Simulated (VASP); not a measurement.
# BN (P6_3/mmc) in VASP: single point with PBE

Aim: the single point of BN with PBE.

All numbers are computed with VASP 6.6.1; they aren't measurements. Logs are shortened: lines on timing, memory, paths and dates and some standing lists are left out, and cuts for length are marked.

### 1 The structure

Symmetry: P6_3/mmc, No. 194, hexagonal system. Conventional cell: a = 2.498 Å, b = 2.498 Å, c = 6.636 Å, α = 90.00°, β = 90.00°, γ = 120.00°. B (site symmetry -6m2) has 3 N at 1.44 Å as nearest neighbours. N (site symmetry -6m2) is surrounded by 3 B at 1.44 Å.

### 2 Single point, PBE, non-collinear spin, zero start, spin-orbit coupling

The input, INCAR:

```
PREC = Accurate
ENCUT = 520
EDIFF = 1E-7
ISMEAR = 0
SIGMA = 0.01
LREAL = False
LASPH = True
NELM = 150
ALGO = Fast
ISIF = 2
LWAVE = False
LCHARG = False
MAGMOM = 0 0 0 0 0 0 0 0 0 0 0 0
LORBIT = 11
LSORBIT = True
GGA_COMPAT = False
LORBMOM = True
GGA = PE
NBANDS = 30
ISYM = -1
```

The input, KPOINTS:

```
Automatic mesh
0
Gamma
  8 8 3
```

The input, POSCAR:

```
BN
1.0
    2.4982400000      0.0000000000      0.0000000000
   -1.2491200000      2.1635390000      0.0000000000
    0.0000000000      0.0000000000      6.6357000000
B N
2 2
Direct
    0.3333330000      0.6666670000      0.2500000000
    0.6666670000      0.3333330000      0.7500000000
    0.3333330000      0.6666670000      0.7500000000
    0.6666670000      0.3333330000      0.2500000000
```

Potentials or basis: VASP PAW PBE potentials, release 64 (B, N).

Command:

```sh
> cat potpaw_PBE.64/B/POTCAR potpaw_PBE.64/N/POTCAR > POTCAR
> mpirun -np 1 vasp_ncl > vasp.out
```

OUTCAR:

```text
PREC = Accurate
   ENCUT = 520
   EDIFF = 1E-7
   ISMEAR = 0
   LREAL = False
   LASPH = True
   NELM = 150
   ISIF = 2
   LORBIT = 11
   LSORBIT = True
   GGA = PE
   ISYM = -1

 ion  position               nearest neighbor table
   1  0.333  0.667  0.250-   4 1.44   4 1.44   4 1.44
   2  0.667  0.333  0.750-   3 1.44   3 1.44   3 1.44
   3  0.333  0.667  0.750-   2 1.44   2 1.44   2 1.44
   4  0.667  0.333  0.250-   1 1.44   1 1.44   1 1.44

IMPORTANT INFORMATION: All symmetrisations will be switched off!
NOSYMM: (Re-)initialisation of all symmetry stuff for point group C_1.

----------------------------------------------------------------------------------------

                                     Primitive cell

  volume of cell :      35.8662

  direct lattice vectors                    reciprocal lattice vectors
     2.498240000  0.000000000  0.000000000     0.400281798  0.231102837  0.000000000
    -1.249120000  2.163539000  0.000000000     0.000000000  0.462205673  0.000000000
     0.000000000  0.000000000  6.635700000     0.000000000  0.000000000  0.150700002

  length of vectors
     2.498240000  2.498239736  6.635700000     0.462205624  0.462205673  0.150700002

  position of ions in fractional coordinates (direct lattice)
     0.333333000  0.666667000  0.250000000
     0.666667000  0.333333000  0.750000000
     0.333333000  0.666667000  0.750000000
     0.666667000  0.333333000  0.250000000

  ion indices of the primitive-cell ions
   primitive index   ion index
                 1           1
                 2           2
                 3           3
                 4           4

----------------------------------------------------------------------------------------

 KPOINTS: Automatic mesh

Automatic generation of k-mesh.
 Grid dimensions read from file:
 generate k-points for:    8    8    3

 Generating k-lattice:

  Cartesian coordinates                     Fractional coordinates (reciprocal lattice)
     0.050035225  0.028887855  0.000000000     0.125000000  0.000000000  0.000000000
     0.000000000  0.057775709  0.000000000     0.000000000  0.125000000  0.000000000
     0.000000000  0.000000000  0.050233334     0.000000000  0.000000000  0.333333333

  Length of vectors
     0.057775703  0.057775709  0.050233334

  Shift w.r.t. Gamma in fractional coordinates (k-lattice)
     0.000000000  0.000000000  0.000000000

 Subroutine IBZKPT returns following result:
 ===========================================

 Found    192 irreducible k-points:

 Following reciprocal coordinates:
            Coordinates               Weight
  0.000000  0.000000  0.000000      1.000000
  0.125000  0.000000  0.000000      1.000000
  0.250000  0.000000  0.000000      1.000000
  0.375000  0.000000  0.000000      1.000000
  0.500000  0.000000  0.000000      1.000000
 -0.375000 -0.000000  0.000000      1.000000
[... 16 lines left out ...]
 -0.250000  0.250000  0.000000      1.000000
 -0.125000  0.250000  0.000000      1.000000
 [... further k-points ...]
   k-points           NKPTS =    192   k-points in BZ     NKDIM =    192   number of bands    NBANDS=     30
   number of dos      NEDOS =    301   number of ions     NIONS =      4
   total plane-waves  NPLWV =  20000
   dimension x,y,z NGX =    20 NGY =   20 NGZ =   50
   dimension x,y,z NGXF=    40 NGYF=   40 NGZF=  100
   ions per type =               2   2
   NGX,Y,Z   is equivalent  to a cutoff of  13.31, 13.31, 12.53 a.u.
   NGXF,Y,Z  is equivalent  to a cutoff of  26.62, 26.62, 25.05 a.u.
 SYSTEM =  unknown system
   PREC   = accura    normal or accurate (medium, high low for compatibility)
   ISTART =      0    job   : 0-new  1-cont  2-samecut
   ICHARG =      2    charge: 1-file 2-atom 10-const
   ISPIN  =      1    spin polarized calculation?
   LNONCOLLINEAR =      T non collinear calculations
   LSORBIT =      T    spin-orbit coupling
   LASPH  =      T    aspherical Exc in radial PAW
   ENCUT  =  520.0 eV  38.22 Ry    6.18 a.u.   4.65  4.65 12.34*2*pi/ulx,y,z
   NELM   =    150;   NELMIN=  2; NELMDL= -5     # of ELM steps
   EDIFF  = 0.1E-06   stopping-criterion for ELM
   LREAL  =      F    real-space projection
   EDIFFG = 0.1E-05   stopping-criterion for IOM
   NSW    =      0    number of steps for IOM
   IBRION =     -1    ionic relax: 0-MD 1-quasi-New 2-CG
   NFREE  =      0    steps in history (QN), initial steepest desc. (CG)
   ISIF   =      2    stress and relaxation
   ISYM   =     -1    0-nonsym 1-usesym 2-fastsym
   POTIM  = 0.5000    time-step for ionic-motion
   TEBEG  =    0.0;   TEEND  =   0.0 temperature during run
   PSTRESS=    0.0 pullay stress
   NELECT =      16.0000    total number of electrons
   NUPDOWN=      -1.0000    fix difference up-down
   EMIN   =  10.00;   EMAX   =-10.00  energy-range for DOS
   EFERMI =   0.00;   METHOD = LEGACY
   ISMEAR =     0;   SIGMA  =   0.01  broadening in eV -4-tet -1-fermi 0-gaus
   EFERMI_NEDOS =   21; number of points for ismear=-14 and -15
   IALGO  =     68    algorithm
   IMIX   =      4    mixing-type and parameters
     AMIX     =   0.40;   BMIX     =  1.00
     AMIX_MAG =   1.60;   BMIX_MAG =  1.00
  volume/ion in A,a.u.               =       8.97        60.51
  Fermi-wavevector in a.u.,A,eV,Ry     =   1.250891  2.363842 21.289435  1.564729
  Thomas-Fermi vector in A             =   2.384864
   LORBIT       =     11    0 simple, 1 ext, 2 COOP (PROOUT), +10 PAW based schemes
   GGA     = PE    functional components
   LHFCALC =     F    Hartree Fock is set to
   AEXX    =    0.0000 exact exchange contribution
   IVDW    =     0    specifies the selected vdW correction
   LEPSILON=     F    determine dielectric tensor
   LRPA    =     F    only Hartree local field effects (RPA)
 RMM-DIIS sequential band-by-band and
 Gauss-broadening in eV      SIGMA  =   0.01
  energy-cutoff  :      520.00
  volume of cell :       35.87
 maximum number of plane-waves:      1970
   NGX =  9   NGY =  9   NGZ = 25

 number of electron      15.9999997 magnetization       0.0000000      0.0000000      0.0000000

 number of electron      15.9999997 magnetization      -0.0000000      0.0000000     -0.0000000

 number of electron      15.9999997 magnetization      -0.0000000      0.0000000      0.0000000

 Free energy of the ion-electron system (eV)
  ---------------------------------------------------
  ext. energy  EPLUGINS =         0.00000000
  ---------------------------------------------------
  free energy    TOTEN  =       -35.14679914 eV

  energy without entropy =      -35.14679914  energy(sigma->0) =      -35.14679914

 E-fermi :   2.4283     XC(G=0): -10.0888

 val. band max:        2.3219711467   @ k =   0.2500   0.3750   0.0000
 cond. band min:       6.5950522779   @ k =   0.5000   0.0000   0.0000
 fundamental gap:      4.2730811312
 Fermi energy:         2.4283028206

 k-point     1 :       0.0000    0.0000    0.0000
  band No.  band energies     occupation
      1     -15.5316      1.00000
      2     -15.5316      1.00000
      3     -15.2363      1.00000
      4     -15.2363      1.00000
      5      -3.9420      1.00000
      6      -3.9420      1.00000
[... 20 lines left out ...]
     27      14.0418      0.00000
[... 691 lines left out ...]
      6      -2.6978      1.00000
[... 20 lines left out ...]
     27      15.3653      0.00000
     28      15.3653      0.00000

 [... further k-points ...]

 [bands above 28 left out]

------------------------ aborting loop because EDIFF is reached ----------------------------------------

  FORCE on cell =-STRESS in cart. coord.  units (eV):
  Direction    XX          YY          ZZ          XY          YZ          ZX
  --------------------------------------------------------------------------------------
  -------------------------------------------------------------------------------------
  Total        1.4107490      1.4108486      0.6385151      0.0000644      0.0000018      0.0000025
  in kB       63.0194655     63.0239152     28.5230585      0.0028768      0.0000820      0.0001121
  external PRESSURE =      51.5221464 kB  Pullay stress =       0.0000000 kB

 VOLUME and BASIS-vectors are now :
 -----------------------------------------------------------------------------
  energy-cutoff  :      520.00
  volume of cell :       35.87
      direct lattice vectors                 reciprocal lattice vectors
     2.498240000  0.000000000  0.000000000     0.400281798  0.231102837  0.000000000
    -1.249120000  2.163539000  0.000000000     0.000000000  0.462205673  0.000000000
     0.000000000  0.000000000  6.635700000     0.000000000  0.000000000  0.150700002

 POSITION                                       TOTAL-FORCE (eV/Angst)
 -----------------------------------------------------------------------------------
     -0.00000      1.44236      1.65892         0.000104     -0.000062      0.000000
      1.24912      0.72118      4.97677        -0.000105      0.000063     -0.000000
     -0.00000      1.44236      4.97677         0.000102     -0.000063     -0.000000
      1.24912      0.72118      1.65892        -0.000101      0.000062      0.000001
 -----------------------------------------------------------------------------------
    total drift:                                0.000003     -0.000002      0.000001

  FREE ENERGIE OF THE ION-ELECTRON SYSTEM (eV)
  ---------------------------------------------------
  free  energy   TOTEN  =       -35.1467991422 eV

  energy  without entropy=      -35.1467991422  energy(sigma->0) =      -35.14679914

 orbital moment (x)

 # of ion     p       tot
 --------------------------------
  1         0.000   0.000
  2         0.000   0.000
  3         0.000   0.000
  4        -0.000  -0.000
 --------------------------------
            0.000   0.000

 orbital moment (y)

 # of ion     p       tot
 --------------------------------
  1         0.000   0.000
  2         0.000   0.000
  3         0.000   0.000
  4         0.000   0.000
 --------------------------------
            0.000   0.000

 orbital moment (z)

 # of ion     p       tot
 --------------------------------
  1         0.000   0.000
  2         0.000   0.000
  3         0.000   0.000
  4        -0.000  -0.000
 --------------------------------
           -0.000  -0.000

 Spin-Orbit-Coupling matrix elements

 Ion:    1  E_soc:     -0.0000036
 l=   1
     0.0000000    -0.0000006    -0.0000005
    -0.0000006     0.0000000    -0.0000006
    -0.0000005    -0.0000006     0.0000000
 l=   2
     0.0000000     0.0000000     0.0000000     0.0000000     0.0000000
     0.0000000     0.0000000     0.0000000     0.0000000     0.0000000
     0.0000000     0.0000000     0.0000000     0.0000000     0.0000000
     0.0000000     0.0000000     0.0000000     0.0000000     0.0000000
     0.0000000     0.0000000     0.0000000     0.0000000     0.0000000
 l=   3
     0.0000000     0.0000000     0.0000000     0.0000000     0.0000000     0.0000000     0.0000000
     0.0000000     0.0000000     0.0000000     0.0000000     0.0000000     0.0000000     0.0000000
     0.0000000     0.0000000     0.0000000     0.0000000     0.0000000     0.0000000     0.0000000
     0.0000000     0.0000000     0.0000000     0.0000000     0.0000000     0.0000000     0.0000000
     0.0000000     0.0000000     0.0000000     0.0000000     0.0000000     0.0000000     0.0000000
     0.0000000     0.0000000     0.0000000     0.0000000     0.0000000     0.0000000     0.0000000
     0.0000000     0.0000000     0.0000000     0.0000000     0.0000000     0.0000000     0.0000000
[... 41 lines left out ...]
 Ion:    4  E_soc:     -0.0000465
 l=   1
     0.0000000    -0.0000082    -0.0000069
    -0.0000082     0.0000000    -0.0000082
    -0.0000069    -0.0000082     0.0000000
 l=   2
     0.0000000     0.0000000     0.0000000     0.0000000     0.0000000
     0.0000000     0.0000000     0.0000000     0.0000000     0.0000000
     0.0000000     0.0000000     0.0000000     0.0000000     0.0000000
     0.0000000     0.0000000     0.0000000     0.0000000     0.0000000
     0.0000000     0.0000000     0.0000000     0.0000000     0.0000000
 l=   3
     0.0000000     0.0000000     0.0000000     0.0000000     0.0000000     0.0000000     0.0000000
     0.0000000     0.0000000     0.0000000     0.0000000     0.0000000     0.0000000     0.0000000
     0.0000000     0.0000000     0.0000000     0.0000000     0.0000000     0.0000000     0.0000000
     0.0000000     0.0000000     0.0000000     0.0000000     0.0000000     0.0000000     0.0000000
     0.0000000     0.0000000     0.0000000     0.0000000     0.0000000     0.0000000     0.0000000
     0.0000000     0.0000000     0.0000000     0.0000000     0.0000000     0.0000000     0.0000000
     0.0000000     0.0000000     0.0000000     0.0000000     0.0000000     0.0000000     0.0000000

 total charge

# of ion       s       p       d       tot
------------------------------------------
    1        0.748   1.436   0.000   2.183
    2        0.748   1.436   0.000   2.183
    3        1.227   2.804   0.000   4.031
    4        1.227   2.804   0.000   4.031
--------------------------------------------------
tot          3.949   8.479   0.000  12.428

 magnetization (x)

# of ion       s       p       d       tot
------------------------------------------
    1        0.000   0.000   0.000   0.000
    2       -0.000  -0.000   0.000  -0.000
    3        0.000   0.000   0.000   0.000
    4        0.000  -0.000   0.000  -0.000
--------------------------------------------------
tot         -0.000   0.000   0.000   0.000

 magnetization (y)

# of ion       s       p       d       tot
------------------------------------------
    1        0.000   0.000   0.000   0.000
    2       -0.000  -0.000   0.000  -0.000
    3        0.000   0.000   0.000   0.000
    4       -0.000  -0.000   0.000  -0.000
--------------------------------------------------
tot          0.000  -0.000   0.000  -0.000

 magnetization (z)

# of ion       s       p       d       tot
------------------------------------------
    1        0.000  -0.000   0.000  -0.000
    2       -0.000  -0.000   0.000  -0.000
    3        0.000   0.000   0.000   0.000
    4        0.000   0.000   0.000   0.000
--------------------------------------------------
tot          0.000   0.000   0.000   0.000
```

Run time: 5 min. Hardware: 1 thread of Intel Xeon Platinum 8488C (Sapphire Rapids), shared host; peak memory 0.41 GiB.

What came out:

- Free energy: -35.1468 eV
- Pressure: 5.2 GPa
- Net moment: 0.00 μB per cell
- Valence electrons inside the program's atomic spheres: B 2.18; N 4.03

Stress tensor (GPa, compression positive):
```
6.30 0.00 0.00
0.00 6.30 0.00
0.00 0.00 2.85
```

Moments on the atoms (μB; x, y, z):
```
B   0.00 0.00 0.00
B   0.00 0.00 0.00
N   0.00 0.00 0.00
N   0.00 0.00 0.00
```

Caveat: the k mesh is coarse (spacing up to 0.36 Å⁻¹), so the values aren't converged; this functional lacks dispersion, which binds the layers, so the pressure and a relaxed spacing across them are unreliable.
